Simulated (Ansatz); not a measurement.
# Al (Fm-3m) in Ansatz: settings compared, part 2 of 2

Ansatz 0.2.0. Earlier steps stand in the parts before.

## (4) Relaxation of cell and atoms, RPBE

input.yaml reads:

```yaml
crystal:
  lattice:
    - [0.0, 2.024805, 2.024805]
    - [2.024805, 0.0, 2.024805]
    - [2.024805, 2.024805, 0.0]
  atoms:
    - { symbol: Al, position: [0.0, 0.0, 0.0] }
kpoints:
  mp_grid: { grid: [11, 11, 11] }
scf:
  occupations: { method: fermi_dirac, width: 0.05 }
hamiltonian:
  xc: rpbe
  pseudopotentials: { kind: all_electron, lapw: { basis_error: 0.001 } }
output:
  forces: true
  stress: true
relax:
  f_tol: 0.02
  max_steps: 60
  cell: {}
```

Potentials or basis: all-electron LAPW, scalar-relativistic.

Command:

```
$ ansatz run input.yaml --threads 1 --pin off --max-ram 3072MiB --backend cpu --events-out ev --progress --plain --runs-dir out
```

The program printed:

```text
Warning: RAYON_NUM_THREADS=1 ignored (pool sized by the plan → 1); use --threads N
The last accepted step is kept in <dir> (removed where the run ends without a failure and the disk answers)
LAPW: plane waves up to 6.134 Å⁻¹, error target 1.0e-3 eV per atom; small_component_spin mean_spin; Al in spheres of 1.389 Å, 11 of its electrons in bands, Dirac shells [] (how accurate: hamiltonian.pseudopotentials.lapw.basis_error, Limitations)
Engine: ansatz 0.2.0, aarch64-unknown-linux-gnu
Pseudopotentials: kind: all_electron
Pseudopotential: Al, LAPW, valence charge 11, lapw/all_electron/scalar/gaussian/Al, Koelling and Harmon's equation, gaussian nucleus
Functional definition: RPBE
  parameter kappa = 0.804
  parameter beta = 0.06672455060314922
  exchange = rpbe_x(kappa = kappa, mu = beta*pi^2/3)
  correlation = pbe_c(beta = beta)
Crystal: 1 atoms, lattice volume = 16.603 Å³
Basis set: ecut = 143.33345080646419 eV, 59 PW (Γ), exchange–correlation at level 2
Bands: 10, of which v1, the nominal top of the filled ones, is band 6 counted from 1 (5 counted from 0)
Symmetry: 48 space group operations
Space group: Fm-3m (ITA 225), of the structure as read, at distance tolerance 2.6e-5 Å
k-points: 56 of 1331
Non-local potential: Al, projectors of the file, none
Initial density: superposition of atomic densities (chi_scale 0.1, normalization cell)
Initial wavefunctions: plane waves of lowest kinetic energy (no species holds an atomic orbital)
Functional: x = rpbe, c = pbe(β = 0.06672455060314922)
iter 1 solved again at ethr=1.41e-4 eV; its pass at ethr=1.00e-1 eV (dr2=1.55e-2 eV) is discarded
SCF iter   1: F=—  HF=-6610.499154 eV  |F-HF|=—  |Δ(HF+E_count)|=         —  Δρ=1.26e-2  dr2=1.56e-2  ethr=1.41e-4  ⟨swp⟩=3.1  Hψ=4227  notcnv=0
preconditioner: auto → none  [metal: Δε(μ)=0.055 eV  Ē_g=13.234 eV  σ=0.050 eV  W_gap=0.27  n_scr=0 (ndim 8)  ℏωp=15.8 eV  f_vac=0.000  D(μ)=0.53/eV (n_scr^D=0)]
SCF iter   2: F=—  HF=-6610.481773 eV  |F-HF|=—  |Δ(HF+E_count)|=   1.74e-2  Δρ=6.03e-3  dr2=3.58e-3  ethr=1.41e-4  ⟨swp⟩=2.0  Hψ=1532  notcnv=0
iter 3 solved again at ethr=9.28e-8 eV; its pass at ethr=3.26e-5 eV (dr2=1.02e-5 eV) is discarded
SCF iter   3: F=—  HF=-6610.477968 eV  |F-HF|=—  |Δ(HF+E_count)|=   3.80e-3  Δρ=2.96e-4  dr2=1.02e-5  ethr=9.28e-8  ⟨swp⟩=2.1  Hψ=2640  notcnv=0
SCF iter   4: F=—  HF=-6610.477952 eV  |F-HF|=—  |Δ(HF+E_count)|=   1.61e-5  Δρ=6.70e-5  dr2=7.17e-7  ethr=9.28e-8  ⟨swp⟩=2.0  Hψ=1523  notcnv=0
SCF iter   5: F=-6610.477953 eV  HF=-6610.477953 eV  |F-HF|=3.96e-9  |Δ(HF+E_count)|=   2.73e-7  Δρ=3.02e-6  dr2=8.04e-10  ethr=6.52e-9  ⟨swp⟩=2.0  Hψ=1523  notcnv=0
SCF 1 converged in 5 iterations: F = -6610.477953 eV  dr2 = 8.04e-10
relax step   1: F+E_penalty+E_count = -6610.47795264 eV  Δ(F+E_penalty+E_count) = +0.000e0 eV  max|allowed force component| = 0.000e0 eV/Å  Δτ_max = 0.0000 Å  P = +1.044 GPa  Ω = 16.603 Å³  (5 SCF iters, accepted)
Crystal: 1 atoms, lattice volume = 16.861 Å³
Basis set: ecut = 141.8651008907187 eV, 59 PW (Γ), exchange–correlation at level 2
Initial density: handed on by an earlier stage of this run
Initial wavefunctions: those handed on with the density
iter 1 solved again at ethr=2.51e-9 eV; its pass at ethr=1.00e-1 eV (dr2=2.77e-7 eV) is discarded
SCF iter   1: F=—  HF=-6610.478644 eV  |F-HF|=—  |Δ(HF+E_count)|=         —  Δρ=5.07e-5  dr2=3.01e-7  ethr=2.51e-9  ⟨swp⟩=5.6  Hψ=3958  notcnv=0
preconditioner: auto → none  [metal: Δε(μ)=0.027 eV  Ē_g=13.080 eV  σ=0.050 eV  W_gap=0.13  n_scr=0 (ndim 8)  ℏωp=15.7 eV  f_vac=0.000  D(μ)=0.55/eV (n_scr^D=0)]
SCF iter   2: F=—  HF=-6610.478643 eV  |F-HF|=—  |Δ(HF+E_count)|=   1.52e-6  Δρ=2.20e-5  dr2=5.01e-8  ethr=2.51e-9  ⟨swp⟩=2.0  Hψ=1524  notcnv=0
iter 3 solved again at ethr=1.61e-11 eV; its pass at ethr=4.55e-10 eV (dr2=1.77e-9 eV) is discarded
SCF iter   3: F=-6610.478643 eV  HF=-6610.478643 eV  |F-HF|=1.13e-9  |Δ(HF+E_count)|=   7.57e-8  Δρ=4.96e-6  dr2=1.77e-9  ethr=1.61e-11  ⟨swp⟩=2.0  Hψ=2615  notcnv=0
SCF 2 converged in 3 iterations: F = -6610.478643 eV  dr2 = 1.77e-9
relax step   2: F+E_penalty+E_count = -6610.47864288 eV  Δ(F+E_penalty+E_count) = -6.902e-4 eV  max|allowed force component| = 0.000e0 eV/Å  Δτ_max = 0.0000 Å  P = -0.171 GPa  Ω = 16.861 Å³  (3 SCF iters, accepted)
Crystal: 1 atoms, lattice volume = 16.824 Å³
Basis set: ecut = 142.07262215880016 eV, 59 PW (Γ), exchange–correlation at level 2
iter 1 solved again at ethr=4.42e-11 eV; its pass at ethr=1.00e-1 eV (dr2=4.87e-9 eV) is discarded
SCF iter   1: F=—  HF=-6610.478663 eV  |F-HF|=—  |Δ(HF+E_count)|=         —  Δρ=3.69e-6  dr2=2.22e-9  ethr=4.42e-11  ⟨swp⟩=6.8  Hψ=3989  notcnv=0
preconditioner: auto → none  [metal: Δε(μ)=0.028 eV  Ē_g=13.099 eV  σ=0.050 eV  W_gap=0.14  n_scr=0 (ndim 8)  ℏωp=15.7 eV  f_vac=0.000  D(μ)=0.55/eV (n_scr^D=0)]
SCF iter   2: F=-6610.478663 eV  HF=-6610.478663 eV  |F-HF|=1.83e-9  |Δ(HF+E_count)|=   3.44e-8  Δρ=1.41e-6  dr2=3.34e-10  ethr=2.02e-11  ⟨swp⟩=2.0  Hψ=1524  notcnv=0
SCF 3 converged in 2 iterations: F = -6610.478663 eV  dr2 = 3.34e-10
relax step   3: F+E_penalty+E_count = -6610.47866317 eV  Δ(F+E_penalty+E_count) = -2.030e-5 eV  max|allowed force component| = 0.000e0 eV/Å  Δτ_max = 0.0000 Å  P = -0.004 GPa  Ω = 16.824 Å³  (2 SCF iters, accepted)
iter 1 solved again at ethr=3.03e-12 eV; its pass at ethr=1.00e-1 eV (dr2=3.34e-10 eV) is discarded
SCF iter   1: F=—  HF=-6610.478663 eV  |F-HF|=—  |Δ(HF+E_count)|=         —  Δρ=1.41e-6  dr2=3.34e-10  ethr=3.03e-12  ⟨swp⟩=2.7  Hψ=2917  notcnv=0
SCF iter   2: F=-6610.478663 eV  HF=-6610.478663 eV  |F-HF|=4.24e-10  |Δ(HF+E_count)|=   2.61e-9  Δρ=6.02e-7  dr2=6.17e-11  ethr=3.03e-12  ⟨swp⟩=2.0  Hψ=1524  notcnv=0
SCF 4 converged in 2 iterations: F = -6610.478663 eV  dr2 = 6.17e-11
relax step   4: F+E_penalty+E_count = -6610.47866340 eV  Δ(F+E_penalty+E_count) = -2.222e-7 eV  max|allowed force component| = 0.000e0 eV/Å  Δτ_max = 0.0000 Å  P = -0.004 GPa  Ω = 16.824 Å³  stress off target by 4.10e-3 GPa  SCF on the basis re-selected at this cell (its energy is not comparable with the rows above)  (2 SCF iters)
basis re-selected at this cell: Δ(F+E_penalty+E_count) = -2.222e-7 eV, ΔP = +0.000 GPa vs the last step (what re-selecting the basis moved, after the strain that the cell walked since its last selection, with what the two solves' SCF thresholds leave and, on support functions, any second-order correction that the steps lacked; it is no measure of the basis error at this ecutwfc). This SCF's stress stands 4.10e-3 GPa from its target on what of the cell is left free (relax.cell.stress_tol is 5.00e-2 GPa) and its largest allowed force component is 0.00e0 eV/Å (relax.f_tol is 2.00e-2 eV/Å): within both
SCF converged after 2 iterations
Free energy (F): -6610.478663 eV
Harris-Foulkes:  -6610.478663 eV  (|F-HF|=4.24e-10)
Internal energy: -6610.474640 eV  (E = F + TS)
E sigma→0 (E₀):  -6610.476652 eV
Entropy (-TS):   -0.004024 eV (-4.024 meV/atom)
Fermi energy:    9.696835 eV
--- Per-component energies (eV) ---
  E_band       = -503.785511
  E_kinetic    = 6624.017185
  E_xc         = -510.166235
  E_electrostatic = -12724.325590  (all electrons and nuclei)
  E_smearing   = -0.004024  (= −TS)
  E_closure    = 0.000000  (closes the sum)
  E_atoms      = -6606.981989  (free atoms, spherical and without spin; not in F)
  Σ components = -6610.478663   (vs F -6610.478663, Δ=0.00e0)
  Basis errors (estimates in eV, not in F): energy 3.1e-4 per atom: plane waves 2.7e-4 (1.4e-4 summed), levels above the bands 3.3e-80, relativity 6.2e-9, radial functions 4.2e-5, core shells 1.2e-16; eigenvalues (radial functions only) 1.7e-5; not estimated: angular momenta, meshes, grids; target (lapw.basis_error) 1.0e-3; muffin-tin radii Al 1.395 Å
--- Forces (eV/Å), atoms counted from 1 ---
  atom   1  Al    -0.00000000     0.00000000    -0.00000000
  max |Σ_I F_I| component: 3.39e-32 eV/Å
--- Stress (GPa, compression-positive) ---
       -0.004105       0.000000       0.000000
        0.000000      -0.004105       0.000000
        0.000000       0.000000      -0.004105
  P = ⅓ Tr σ = -0.0041 GPa (-0.041 kbar)
--- Relaxed structure (3 steps of the walk, 3 accepted, 1 SCFs on fresh bases) ---
  F+E_penalty+E_count = -6610.47866340 eV   max|allowed force component| = 0.000e0 eV/Å   (the final SCF, on the basis selected at the relaxed cell)
  cell:  # Å, volume = 16.8242 Å³
    - [1.4903963196219598e-33, 2.0337697571896336, 2.0337697571896336]
    - [2.0337697571896336, 7.133520846053823e-34, 2.0337697571896336]
    - [2.0337697571896336, 2.0337697571896336, -6.496599341941878e-34]
  atoms:
    - { symbol: Al, position: [0.0, 0.0, 0.0] }
```

Run time: 3.3 s. Hardware: 1 thread of Arm Neoverse V1, shared host; peak memory 0.2 GiB.

Results:

```
Free energy                            : -6610.4787 eV
Relaxed volume                         : 16.82 Å³/atom
Relaxed cell                           : a = 2.876 Å, b = 2.876 Å, c = 2.876 Å, α = 60.00°, β = 60.00°, γ = 60.00°
Space group after relaxing (to 0.05 Å) : Fm-3m (No. 225)
Energy gained by relaxing              : 0.7 meV/atom
Ionic steps                            : 4
Pressure after relaxing                : 0.0 GPa
```

Step by step:
```tsv
step	energy change (eV)	largest force (eV/Å)	volume (Å³)
1	0.0000	0.0000	16.60
2	-0.0007	0.0000	16.86
3	-0.0007	0.0000	16.82
4	-0.0007	0.0000	16.82
```

Final structure:
```yaml
crystal:
  lattice:
    - [0.00000, 2.03377, 2.03377]
    - [2.03377, 0.00000, 2.03377]
    - [2.03377, 2.03377, 0.00000]
  atoms:
    - { symbol: Al, position: [0.00000, 0.00000, 0.00000] }
```

## (5) Overview

| task | level | cell | cutoff (eV) | smearing | pressure (GPa) | relaxed volume (Å³/atom) |
| --- | --- | --- | --- | --- | --- | --- |
| single point | PBE | as given | 130 | gaussian 0.025 eV | -0.5 | - |
| relaxation of cell and atoms | BLYP | relaxed | - | fermi-dirac 0.05 eV | 0.0 | 17.38 |
| relaxation of cell and atoms | RPBE | relaxed | - | fermi-dirac 0.05 eV | 0.0 | 16.82 |

Alike in all rows: potentials or basis all-electron LAPW, scalar-relativistic; no spin polarisation; k mesh 11 × 11 × 11; basis error allowed 0.001 eV/atom.

Compare energies only between runs with the same functional and basis.

## (6) Against experiment

Step 3. The cell as given is a measured one (16.60 Å³/atom); BLYP puts the equilibrium volume +4.7 % from it, thermal expansion not counted.

Step 4. The cell as given is a measured one (16.60 Å³/atom); RPBE puts the equilibrium volume +1.3 % from it, thermal expansion not counted.
